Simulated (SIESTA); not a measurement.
CuO:

```
Cu O
1.0
     1.99097   -2.15355    0.00000
     1.99097    2.15355    0.00000
     0.00000    0.00000    5.15593
Cu O
2 2
Direct
  0.50000 0.00000 0.00000
  0.00000 0.50000 0.50000
  0.50000 0.50000 0.25000
  0.50000 0.50000 0.75000
```

Measurements of this composition are mostly on another form, of space group No. 15.

Base run:

```yaml
Program: SIESTA 5.4.2
Functional: PBEsol
Potentials_or_basis: PseudoDojo 0.4 standard (PBEsol files)
Basis: DZP (energy shift 0.003 Ry; two zetas on semicore shells)
Grid_cutoff: 800 Ry
Energy_shift: 0.003 Ry
k_mesh: 9 × 9 × 5
Occupations: fermi-dirac, width 0.05 eV
Spin: no spin polarisation
```

Its results: band gap on the k mesh none (metal or under the smearing width); pressure -4.7 GPa.

Problem. The run is repeated on the same cell with these changes: functional from PBEsol to PBE; potentials or basis from PseudoDojo 0.4 standard (PBEsol files) to PseudoDojo 0.4 standard (PBE files). What comes out?

Solution. Band gap on the k mesh none (metal or under the smearing width); pressure 2.9 GPa.

Caveats: short orbitals over semicore shells can move pressures by several GPa; the basis of atomic orbitals isn't converged, which shifts pressures, moduli and gaps; the run has no spin polarisation, though such a crystal can be magnetic; semilocal functionals often make such compounds metallic where correlation or magnetic order opens a gap, which also shifts bond lengths.
